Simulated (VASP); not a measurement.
Runs of VASP 6.6.1 on Ta2N. Symmetry: P-3m1, No. 164, trigonal system. The conventional cell has a = 3.113 Å, b = 3.113 Å, c = 4.870 Å, α = 90.00°, β = 90.00°, γ = 120.00°. Ta (site symmetry 3m) has 3 N at 2.18 Å as nearest neighbours. Around N (site symmetry -3m) lie 6 Ta at 2.18 Å. The cell comes from a database or a generator and needn't be the stable form of this composition.

```csv
task,level,potentials or basis,spin,U,cell,k mesh,cutoff (eV),smearing,optimiser,monkhorst-Pack mesh,LDAUTYPE,hund's J,other keys,gap on the mesh (eV),pressure (GPa),largest force (eV/Å)
single point,PBEsol,"VASP PAW PBE potentials, release 64 (Ta_pv, N)",off,-,as given,10 × 10 × 6,520,gaussian 0.05 eV,-,-,-,-,-,none,-8.7,0.24
relaxation of the atoms,PBEsol,"VASP PAW PBE potentials, release 54 (Ta, N)",off,-,atoms relaxed from: volume scaled by 0.92,10 × 10 × 6,500,tetrahedron,vasp,-,-,-,-,none,16.7,-
electrostatic potential,LDA,"VASP PAW LDA potentials, release 64 (Ta_pv, N)",off,-,cell strained at random at fixed volume,8 × 8 × 5,520,gaussian 0.05 eV,-,yes,-,-,LASPH = no; shifted = yes; k = 8 × 8 × 5,-,-12.5,0.75
band structure,PW91+D3(BJ),"VASP PAW PBE potentials, release 64 (Ta_pv, N_h)","SOC, no magnetisation",-,volume scaled by 1.15,7 × 7 × 5,900,fermi-dirac 0.02 eV,-,-,-,-,ISMEAR = -1; SIGMA = 0.02; PREC = Normal,-,(a),0.53
```

Task: Fill in the values left out.

Result: (a) -31.1.

Caveats: the PAW data sets were made with another functional, which shifts forces and pressure a little (some runs); tetrahedron occupations give inexact forces and stress in metals (some runs); the cutoff is under 1.25 times the usual one of these potentials, so pressure, stress and relaxed cells hold a basis-set (Pulay) error (some runs).

A k mesh can miss the band edges, and rows without SOC leave out spin-orbit coupling on Ta.

A gap of «none» marks a metal or a gap under the smearing width.

The runs don't all hold the same shells in valence.
